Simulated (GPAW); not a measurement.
# A Nb chain with a C atom on top of one atom: transmission at several levels, part 2 of 2

How well does a Nb chain with a C atom on top of one atom conduct at low bias, and how far do basis and functional move the answer?

GPAW 26.7.0; GPAW LCAO, PAW setups; Landauer transmission from Green's functions with principal layers (ASE), zero bias.

So far, transmission at the Fermi level (one spin): step 2 (GPAW, dzp, PBE, GPAW) 3.36; step 3 (basis szp(dzp), PBE, GPAW) 3.30; step 4 (basis sz(dzp), PBE, GPAW) 3.21; step 5 (LDA) 3.42.

**8. Functional LDA, SCF mesh 1×1×1, grid spacing 0.22**

The functional moves levels against the Fermi level. The SCF mesh sets the Fermi level of the repeated cell. The real-space grid carries density and potential; a coarse one breaks translation symmetry along the lead and scatters electrons that should pass.

This step: GPAW LCAO, PAW setups; Landauer transmission from Green's functions with principal layers (ASE), zero bias (GPAW 26.7.0).

The input, run.py:

```python
import json
import numpy as np
from ase import Atoms
from ase.transport.calculators import TransportCalculator
from gpaw import GPAW, FermiDirac
from gpaw.lcao.tools import get_lcao_hamiltonian
from scipy.linalg import eigh

# The junction with lead layers at both ends, along the third cell vector
device = Atoms(
    ['Nb', 'Nb', 'Nb', 'Nb', 'Nb', 'Nb', 'Nb', 'Nb', 'C', 'Nb', 'Nb', 'Nb', 'Nb', 'Nb', 'Nb', 'Nb'],
    positions=[
        [4.50000, 4.50000, 1.17500],
        [4.50000, 4.50000, 3.52500],
        [4.50000, 4.50000, 5.87500],
        [4.50000, 4.50000, 8.22500],
        [4.50000, 4.50000, 10.57500],
        [4.50000, 4.50000, 12.92500],
        [4.50000, 4.50000, 15.27500],
        [4.50000, 4.50000, 17.62500],
        [6.12950, 4.50000, 17.62500],
        [4.50000, 4.50000, 19.97500],
        [4.50000, 4.50000, 22.32500],
        [4.50000, 4.50000, 24.67500],
        [4.50000, 4.50000, 27.02500],
        [4.50000, 4.50000, 29.37500],
        [4.50000, 4.50000, 31.72500],
        [4.50000, 4.50000, 34.07500]],
    cell=[[9.0, 0.0, 0.0], [0.0, 9.0, 0.0], [0.0, 0.0, 35.25]],
    pbc=True)

# One principal layer of the lead: the first 5 atoms of the device
lead = Atoms(
    ['Nb', 'Nb', 'Nb', 'Nb', 'Nb'],
    positions=[
        [4.50000, 4.50000, 1.17500],
        [4.50000, 4.50000, 3.52500],
        [4.50000, 4.50000, 5.87500],
        [4.50000, 4.50000, 8.22500],
        [4.50000, 4.50000, 10.57500]],
    cell=[[9.0, 0.0, 0.0], [0.0, 9.0, 0.0], [0.0, 0.0, 11.75]],
    pbc=True)

settings = dict(mode='lcao', basis='dzp', xc='LDA', h=0.22,
                occupations=FermiDirac(0.1), maxiter=250,
                mixer=dict(beta=0.1, nmaxold=8, weight=100.0),
                convergence=dict(density=0.0001))
energies = np.arange(-3, 3 + 1e-9, 0.075)
eta = 0.0001
n1, n2 = 1, 1
# k and -k transmit alike, so half of the mesh across the current serves
mesh = [(i, j) for i in range(n1) for j in range(n2) if (i, j) <= (-i % n1, -j % n2)]
weights = np.array([1 if (i, j) == (-i % n1, -j % n2) else 2 for i, j in mesh]) / (n1 * n2)

# [... helper functions left out ...]
fermi_lead = ground_state(lead, (1, 1, 10), 'lead.txt')
fermi_device = ground_state(device, (1, 1, 1), 'device.txt')
# [... loop over the mesh left out, but for ...]
        # Shift the lead onto the potential of the device's first layer
        shift = ((H[:, 0, 0] - H0[:, 0, 0]) / S0[0, 0]).real.mean()
# [...]
kT = 8.617333e-5 * 300
bias = [0.1, 0.2, 0.5, 1.0, 1.5, 2.0]
# [... integrals and printing left out ...]
```

On the command line:

```console
$ OMP_NUM_THREADS=1 OPENBLAS_NUM_THREADS=1 python run.py
```

What it wrote:

```text
basis functions: device 448, principal layer 145
Fermi level: lead -2.6330 eV, device -2.6760 eV; lead shifted by -0.0373 eV
largest coupling past the next layer 1.91e-07 eV, largest misfit of the first layer 0.059 eV
  E-E_F (eV)   T (one spin)  [channel counts left out]
    -3.000    9.9806e-01
    -2.925    9.9739e-01
    -2.850    9.9519e-01
    -2.775    9.9335e-01
    -2.700    9.9270e-01
    -2.625    9.9314e-01
    -2.550    1.8806e+00
    -2.475    2.0021e+00
    -2.400    2.0735e+00
    -2.325    2.1307e+00
    -2.250    2.1769e+00
    -2.175    2.2112e+00
    -2.100    2.2328e+00
    -2.025    2.2393e+00
    -1.950    2.2101e+00
    -1.875    1.8671e+00
[...]
2.475    1.9857e+00
     2.550    1.2252e+00
     2.625    1.4368e+00
     2.700    1.6653e+00
     2.775    1.7415e+00
     2.850    1.7798e+00
     2.925    1.8009e+00
     3.000    8.7380e-01
conductance at 300 K: 3.4038 G0 a cell; thermopower -0.6674 uV/K
current from the zero-bias T(E) at 0.1 V: 26.345 uA
current from the zero-bias T(E) at 0.2 V: 52.521 uA
current from the zero-bias T(E) at 0.5 V: 128.64 uA
current from the zero-bias T(E) at 1.0 V: 242.91 uA
current from the zero-bias T(E) at 1.5 V: 345.48 uA
current from the zero-bias T(E) at 2.0 V: 449.08 uA
```

Wall time 2.4 min (1 thread of Arm Neoverse V1, shared host); peak memory 1.2 GiB.

The run finished with changed settings (xc = "LDA", scf_mesh = [1, 1, 1] and h = 0.22); it serves as a test.

The two runs compared:

```tsv
quantity	this run	sound run	difference
conductance (G₀)	3.4038	3.3421	0.0617
largest coupling past the next principal layer (eV)	1.906e-7	3.078e-7	-1.2e-7
largest misfit of the first principal layer (eV)	0.058842	0.046732	0.0121
shift that aligns the lead (eV)	-0.037321	-0.015950	-0.0214
transmission at the Fermi level (one spin)	3.4159	3.3559	0.0599
```

**9. A second varied run**

A last run, with other settings again.

Edit run.py of step 8 so:

```diff
@@ -43,4 +43,4 @@
 
-settings = dict(mode='lcao', basis='dzp', xc='LDA', h=0.22,
-                occupations=FermiDirac(0.1), maxiter=250,
+settings = dict(mode='lcao', basis='dzp', xc='PBE', h=0.4,
+                occupations=FermiDirac(0.1), maxiter=100,
                 mixer=dict(beta=0.1, nmaxold=8, weight=100.0),
@@ -56,3 +56,3 @@
 fermi_lead = ground_state(lead, (1, 1, 10), 'lead.txt')
-fermi_device = ground_state(device, (1, 1, 1), 'device.txt')
+fermi_device = ground_state(device, (1, 1, 2), 'device.txt')
 # [... loop over the mesh left out, but for ...]
```

What it wrote:

```text
basis functions: device 448, principal layer 145
Fermi level: lead -2.3963 eV, device -2.4603 eV; lead shifted by -0.0112 eV
largest coupling past the next layer 3.08e-07 eV, largest misfit of the first layer 0.044 eV
  E-E_F (eV)   T (one spin)  [channel counts left out]
    -3.000    9.9338e-01
    -2.925    9.9290e-01
    -2.850    9.9293e-01
    -2.775    9.9350e-01
    -2.700    9.9437e-01
    -2.625    9.9529e-01
    -2.550    1.7975e+00
    -2.475    1.9210e+00
    -2.400    2.0386e+00
    -2.325    2.1229e+00
    -2.250    2.1815e+00
    -2.175    2.3552e+00
    -2.100    2.2482e+00
    -2.025    2.2665e+00
    -1.950    2.2678e+00
    -1.875    2.2118e+00
[...]
2.475    1.9727e+00
     2.550    1.0062e+00
     2.625    1.5556e+00
     2.700    1.7202e+00
     2.775    1.7780e+00
     2.850    1.8082e+00
     2.925    1.8253e+00
     3.000    1.8174e+00
conductance at 300 K: 3.373 G0 a cell; thermopower -0.7733 uV/K
current from the zero-bias T(E) at 0.1 V: 26.115 uA
current from the zero-bias T(E) at 0.2 V: 52.115 uA
current from the zero-bias T(E) at 0.5 V: 128.19 uA
current from the zero-bias T(E) at 1.0 V: 243.82 uA
current from the zero-bias T(E) at 1.5 V: 349.34 uA
current from the zero-bias T(E) at 2.0 V: 447.27 uA
```

Run time: 1.8 min. Hardware: 1 thread; peak memory 0.59 GiB.

The run finished. A setting was moved off its sound value on purpose, so it serves as a test and not as the result.

The fault put into the input: a grid far too coarse (h = 0.4).

The two runs compared:

```tsv
quantity	this run	sound run	difference
conductance (G₀)	3.3730	3.3421	0.0309
largest coupling past the next principal layer (eV)	3.084e-7	3.078e-7	6.3e-10
largest misfit of the first principal layer (eV)	0.043735	0.046732	-0.00300
shift that aligns the lead (eV)	-0.011240	-0.015950	0.00471
transmission at the Fermi level (one spin)	3.3819	3.3559	0.0260
```

**10. Results**

| Quantity | Value |
| --- | --- |
| conductance | 3.34 G₀ |
| transmission at the Fermi level, mean of the spins | 3.36 |
| thermopower | about 0 (under 1.5 μV/K) |

In the dzp basis the junction conducts 3.34 G₀ at 300 K, with T = 3.36 a spin at the Fermi level; the sz basis reaches that conductance within 10 %. At the Fermi level the three most open eigenchannels pass 0.96, 0.95 and 0.59. Measured against the first run (dzp), the nearest curve is that of dzp-LDA (r.m.s. 0.12) and the farthest that of sz (0.32). Over the compared runs wall time goes from 113 s (sz) to 311 s (dzp), on a shared host. The geometry was built from estimated bond lengths and not relaxed, so the numbers describe this model structure. The run had no spin polarisation, so a magnetic state, which chains and small molecules with open shells often have, wasn't tested. An evenly spaced straight chain is an idealisation: free chains tend to dimerise, zigzag or, where a band edge lies near the Fermi level, turn magnetic. The currents use the zero-bias T(E) throughout, which holds only while the bias is small against the distance to the nearest feature. The energy step is wider than the thermal energy, so the conductance and thermopower rest on interpolation of T(E).

[Logs are printed without paths, hosts, clocks, repeated set-up lines and the standing remarks that a program may print on its own settings, such as how far it seeks lower states.]

[Hosts, paths, dates, database ids (printed as entryN), source tags and the programs' standing remarks are cut or masked in the printed files.]
